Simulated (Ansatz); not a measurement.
## Molecular dynamics of Cu$_{16}$N

input.yaml

```yaml
accuracy: low
crystal:
  lattice:
    - [7.22, 0.0, 0.0]
    - [0.0, 5.105311, 0.0]
    - [0.0, 0.0, 16.828983]
  atoms:
    - { symbol: Cu, position: [0.25, 0.25, 0.0594213] }
    - { symbol: Cu, position: [0.75, 0.25, 0.0594213] }
    - { symbol: Cu, position: [0.25, 0.75, 0.0594213] }
    - { symbol: Cu, position: [0.75, 0.75, 0.0594213] }
    - { symbol: Cu, position: [0.01614891, 0.00177903, 0.13424367] }
    - { symbol: Cu, position: [0.48362083, 0.00175539, 0.13424091] }
    - { symbol: Cu, position: [0.01614012, 0.49858441, 0.13425353] }
    - { symbol: Cu, position: [0.48360779, 0.49854941, 0.1342804] }
    - { symbol: Cu, position: [0.24950228, 0.25039455, 0.24013374] }
    - { symbol: Cu, position: [0.74975469, 0.25037143, 0.20156236] }
    - { symbol: Cu, position: [0.24946097, 0.75038084, 0.23041966] }
    - { symbol: Cu, position: [0.74996512, 0.7503553, 0.19524821] }
    - { symbol: Cu, position: [-0.04035561, -0.00018033, 0.28896764] }
    - { symbol: Cu, position: [0.53942018, -0.0003154, 0.28880135] }
    - { symbol: Cu, position: [-0.04039071, 0.5012172, 0.28897091] }
    - { symbol: Cu, position: [0.53936371, 0.50120827, 0.28879297] }
    - { symbol: "N", position: [0.74939672, 0.75050982, 0.3104334] }
basis:
  ecutwfc: 420.0
kpoints:
  mp_grid: { grid: [2, 3, 1] }
hamiltonian:
  xc: pbe
  pseudopotentials: { kind: paw, azcp: { folder: soft_1 } }
scf:
  occupations: { method: fermi_dirac, width: 0.1 }
  lower_state_search: "off"
md:
  timestep: 1
  n_steps: 120
  ensemble: nvt_langevin
  temperature: 1200.0
  initial_velocities: maxwell_boltzmann
  seed: 587542
  friction: 0.005
  constraints: [{ sites: [0, 1, 2, 3] }]
```

Launched with:

```bash
$ ansatz run input.yaml --threads 4 --pin off --max-ram 10240MiB --backend cpu --events-out ev --progress --plain --runs-dir out
```

It starts from a relaxed structure.

Output, in part (one step line in 3):

```
md step     0: t =     0.00 fs  T =  1200.0 K  F+E_penalty+E_count = -106378.53175260 eV  E_kin = 2.016456 eV  (16 SCF iters)
md step     3: t =     3.00 fs  T =  1246.3 K  F+E_penalty+E_count = -106378.51454880 eV  E_kin = 2.094175 eV  (9 SCF iters)
md step     6: t =     6.00 fs  T =  1289.4 K  F+E_penalty+E_count = -106378.45997978 eV  E_kin = 2.166604 eV  (6 SCF iters)
md step     9: t =     9.00 fs  T =  1161.4 K  F+E_penalty+E_count = -106378.37722589 eV  E_kin = 1.951573 eV  (6 SCF iters)
md step    12: t =    12.00 fs  T =  1132.4 K  F+E_penalty+E_count = -106378.27276143 eV  E_kin = 1.902821 eV  (6 SCF iters)
md step    15: t =    15.00 fs  T =  1101.4 K  F+E_penalty+E_count = -106378.14952435 eV  E_kin = 1.850751 eV  (6 SCF iters)
md step    18: t =    18.00 fs  T =   928.3 K  F+E_penalty+E_count = -106378.01462663 eV  E_kin = 1.559886 eV  (6 SCF iters)
md step    21: t =    21.00 fs  T =   839.6 K  F+E_penalty+E_count = -106377.88675074 eV  E_kin = 1.410841 eV  (6 SCF iters)
md step    24: t =    24.00 fs  T =   757.5 K  F+E_penalty+E_count = -106377.76065025 eV  E_kin = 1.272896 eV  (6 SCF iters)
md step    27: t =    27.00 fs  T =   774.7 K  F+E_penalty+E_count = -106377.63429764 eV  E_kin = 1.301829 eV  (6 SCF iters)
md step    30: t =    30.00 fs  T =   699.7 K  F+E_penalty+E_count = -106377.50608801 eV  E_kin = 1.175797 eV  (9 SCF iters)
md step    33: t =    33.00 fs  T =   659.6 K  F+E_penalty+E_count = -106377.37945826 eV  E_kin = 1.108323 eV  (6 SCF iters)
md step    36: t =    36.00 fs  T =   598.8 K  F+E_penalty+E_count = -106377.26315765 eV  E_kin = 1.006231 eV  (6 SCF iters)
md step    39: t =    39.00 fs  T =   538.1 K  F+E_penalty+E_count = -106377.16473953 eV  E_kin = 0.904285 eV  (6 SCF iters)
md step    42: t =    42.00 fs  T =   451.0 K  F+E_penalty+E_count = -106377.09659521 eV  E_kin = 0.757901 eV  (6 SCF iters)
md step    45: t =    45.00 fs  T =   499.4 K  F+E_penalty+E_count = -106377.05205418 eV  E_kin = 0.839147 eV  (6 SCF iters)
md step    48: t =    48.00 fs  T =   482.0 K  F+E_penalty+E_count = -106377.01603150 eV  E_kin = 0.809923 eV  (6 SCF iters)
md step    51: t =    51.00 fs  T =   420.1 K  F+E_penalty+E_count = -106376.99417648 eV  E_kin = 0.705886 eV  (6 SCF iters)
md step    54: t =    54.00 fs  T =   382.3 K  F+E_penalty+E_count = -106376.99126826 eV  E_kin = 0.642381 eV  (6 SCF iters)
md step    57: t =    57.00 fs  T =   431.6 K  F+E_penalty+E_count = -106376.99881051 eV  E_kin = 0.725318 eV  (7 SCF iters)
md step    60: t =    60.00 fs  T =   448.4 K  F+E_penalty+E_count = -106377.01622229 eV  E_kin = 0.753563 eV  (9 SCF iters)
md step    63: t =    63.00 fs  T =   461.1 K  F+E_penalty+E_count = -106377.04172270 eV  E_kin = 0.774796 eV  (6 SCF iters)
md step    66: t =    66.00 fs  T =   517.6 K  F+E_penalty+E_count = -106377.07439342 eV  E_kin = 0.869836 eV  (7 SCF iters)
md step    69: t =    69.00 fs  T =   557.5 K  F+E_penalty+E_count = -106377.10495990 eV  E_kin = 0.936846 eV  (6 SCF iters)
md step    72: t =    72.00 fs  T =   588.9 K  F+E_penalty+E_count = -106377.12603441 eV  E_kin = 0.989626 eV  (6 SCF iters)
md step    75: t =    75.00 fs  T =   545.1 K  F+E_penalty+E_count = -106377.13283802 eV  E_kin = 0.915918 eV  (6 SCF iters)
md step    78: t =    78.00 fs  T =   682.4 K  F+E_penalty+E_count = -106377.12702552 eV  E_kin = 1.146617 eV  (6 SCF iters)
md step    81: t =    81.00 fs  T =   661.7 K  F+E_penalty+E_count = -106377.10692627 eV  E_kin = 1.111966 eV  (7 SCF iters)
md step    84: t =    84.00 fs  T =   689.7 K  F+E_penalty+E_count = -106377.07764698 eV  E_kin = 1.158947 eV  (6 SCF iters)
md step    87: t =    87.00 fs  T =   724.6 K  F+E_penalty+E_count = -106377.05019794 eV  E_kin = 1.217606 eV  (6 SCF iters)
md step    90: t =    90.00 fs  T =   639.8 K  F+E_penalty+E_count = -106377.02388385 eV  E_kin = 1.075105 eV  (9 SCF iters)
md step    93: t =    93.00 fs  T =   661.2 K  F+E_penalty+E_count = -106377.00759397 eV  E_kin = 1.111080 eV  (6 SCF iters)
md step    96: t =    96.00 fs  T =   629.4 K  F+E_penalty+E_count = -106377.00552867 eV  E_kin = 1.057585 eV  (6 SCF iters)
md step    99: t =    99.00 fs  T =   666.9 K  F+E_penalty+E_count = -106377.00683934 eV  E_kin = 1.120709 eV  (6 SCF iters)
md step   102: t =   102.00 fs  T =   621.2 K  F+E_penalty+E_count = -106377.01116957 eV  E_kin = 1.043785 eV  (6 SCF iters)
md step   105: t =   105.00 fs  T =   625.7 K  F+E_penalty+E_count = -106377.01179296 eV  E_kin = 1.051465 eV  (6 SCF iters)
md step   108: t =   108.00 fs  T =   610.9 K  F+E_penalty+E_count = -106377.00548342 eV  E_kin = 1.026510 eV  (6 SCF iters)
md step   111: t =   111.00 fs  T =   660.3 K  F+E_penalty+E_count = -106377.00234090 eV  E_kin = 1.109638 eV  (5 SCF iters)
md step   114: t =   114.00 fs  T =   631.8 K  F+E_penalty+E_count = -106377.00172236 eV  E_kin = 1.061635 eV  (6 SCF iters)
md step   117: t =   117.00 fs  T =   653.9 K  F+E_penalty+E_count = -106376.99809053 eV  E_kin = 1.098724 eV  (6 SCF iters)
md step   120: t =   120.00 fs  T =   670.3 K  F+E_penalty+E_count = -106376.99583423 eV  E_kin = 1.126332 eV  (9 SCF iters)
```

The run went to its last step. The mean temperature of the second half is 49 % below the set value. A run of 0.12 ps of so small a system gives no equilibrium averages. Limits of this set-up: coarse k mesh, thin slab, slab without dipole correction, odd electron count without spin, a typed lattice constant that wasn't relaxed here, low accuracy level.

Mean squared displacements from the first frame to the last: Cu 0.08 Å², N 0.08 Å².

Last frame:

```xyz
17
Lattice="7.2200 0.0000 0.0000 0.0000 5.1053 0.0000 0.0000 0.0000 16.8290" Properties=species:S:1:pos:R:3
Cu 1.805 1.276 1.000
Cu 5.415 1.276 1.000
Cu 1.805 3.829 1.000
Cu 5.415 3.829 1.000
Cu 0.163 -0.076 2.214
Cu 3.251 -0.204 2.645
Cu 0.090 2.253 2.082
Cu 3.467 2.433 1.909
Cu 2.010 1.347 3.989
Cu 5.419 1.079 3.366
Cu 1.632 3.776 4.215
Cu 5.374 3.604 3.453
Cu -0.247 0.101 4.978
Cu 4.306 0.150 5.241
Cu -0.220 2.486 4.919
Cu 3.820 2.600 5.169
N 5.565 3.787 5.451
```

Time of the run: 30 min on 4 threads of Arm Neoverse V1, on a shared host, peak memory 2.1 GiB.
